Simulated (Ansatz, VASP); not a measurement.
## One calculation of AlRu, two programs

The input POSCAR:

```
AlRu
1.0
    2.9916000000      0.0000000000      0.0000000000
    0.0000000000      2.9916000000      0.0000000000
    0.0000000000      0.0000000000      2.9916000000
Ru Al
1 1
Direct
    0.5000000000      0.5000000000      0.5000000000
    0.0000000000      0.0000000000      0.0000000000
```

File INCAR.step1:

```
PREC = Accurate
ENCUT = 520
ISMEAR = -1
SIGMA = 0.05
LREAL = F
LASPH = T
NELM = 60
NBANDS = 16
GGA = PE
ALGO = Normal
EDIFF = 1E-4
LWAVE = T
LCHARG = F
```

File INCAR.step2:

```
PREC = Accurate
ENCUT = 520
EDIFF = 1E-6
ISMEAR = -1
SIGMA = 0.05
LREAL = F
LASPH = T
NELM = 60
ALGO = Normal
ISIF = 2
LWAVE = F
LCHARG = F
METAGGA = R2SCAN
LMIXTAU = T
NBANDS = 16
ISTART = 1
```

KPOINTS

```
Automatic mesh
0
Gamma
  9 9 9
```

input.yaml

```yaml
crystal:
  lattice:
    - [2.9916, 0.0, 0.0]
    - [0.0, 2.9916, 0.0]
    - [0.0, 0.0, 2.9916]
  atoms:
    - { symbol: Ru, position: [0.5, 0.5, 0.5] }
    - { symbol: Al, position: [0.0, 0.0, 0.0] }
hamiltonian:
  xc: r2scan
  pseudopotentials: { kind: paw }
kpoints:
  mp_grid: { grid: [9, 9, 9] }
scf:
  occupations: { method: fermi_dirac, width: 0.05 }
output:
  forces: true
  stress: true
  eigenvalues: true
```

Alike in both runs: task single point; functional r2SCAN; k mesh 9 × 9 × 9; occupations fermi-dirac, width 0.05 eV; no spin polarisation.

|  | VASP | Ansatz |
| --- | --- | --- |
| version | VASP 6.6.1 | Ansatz 0.2.0 |
| potentials or method | VASP PAW PBE potentials, release 64 (Ru_pv, Al) | Ansatz PAW |
| plane-wave cutoff (eV) | 520 | 500 |
| valence electrons in the cell | 17 | 19 |

VASP gave:

```
gap on the k mesh at the Fermi level (eV) : none
pressure (GPa)                            : -1.9
```

Estimate Ansatz's values.

gap on the k mesh at the Fermi level (eV): none; pressure (GPa): -2.0.

A gap of «none» marks a metal or a gap that the smearing closes. The two sets of potentials don't hold the same shells in valence.

Caveats: the PAW data sets were made with another functional, which shifts forces and pressure a little (VASP); the PAW data sets come from PBE, with cores solved anew for the run's functional, which leaves a small shift of forces and pressure (Ansatz).
